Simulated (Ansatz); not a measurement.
BaTiO$_{3}$: strain energy, fitted

BaTiO$_{3}$, Pm-3m, a = 4.019 Å. The structure is a Materials Project entry; whether it is the stable form wasn't checked. Ansatz: PBE, PAW, 420 eV, Γ-centred 8×8×8 mesh on 5 atoms, Gaussian smearing 0.02 eV; no spin polarisation. Series: biaxial strain in the a-b plane, c and atoms relaxed; x is the strain in per cent. y is the free energy over the unstrained cell, V0 = 12.986 Å³/atom.

```tsv
x (%)	y (meV/atom)
-3.0	?
-2.0	10.74
-1.0	2.58
0.0	0.00
1.0	2.39
2.0	9.39
3.0	20.49
```

Fit y = c2 x² + c3 x³ to the other rows, turn c2 into a modulus, and predict the missing energy.

Least squares on the rows shown. y = 2.5186 x² − 0.081239 x³. In eV per unit strain² c2 is 25.19; M is the biaxial modulus (E = M V0 ε²): 25.19 × 160.2 / (12.986) = 311 GPa. At x = -3.0 the fit asked for gives 24.86 meV/atom. The run gave 25.13 meV/atom, so the fit is 0.27 meV/atom too low, 1.1 % of the span of the series, against an rms of 0.03 meV/atom on the fitted rows. The row lies outside the fitted range. With a term in x⁴ added, a fit to the same known rows predicts 25.09 meV/atom, so most of the miss is curvature that the known rows already hold.

Symmetry holds off the tilts and polar distortions that many cubic perovskites undergo.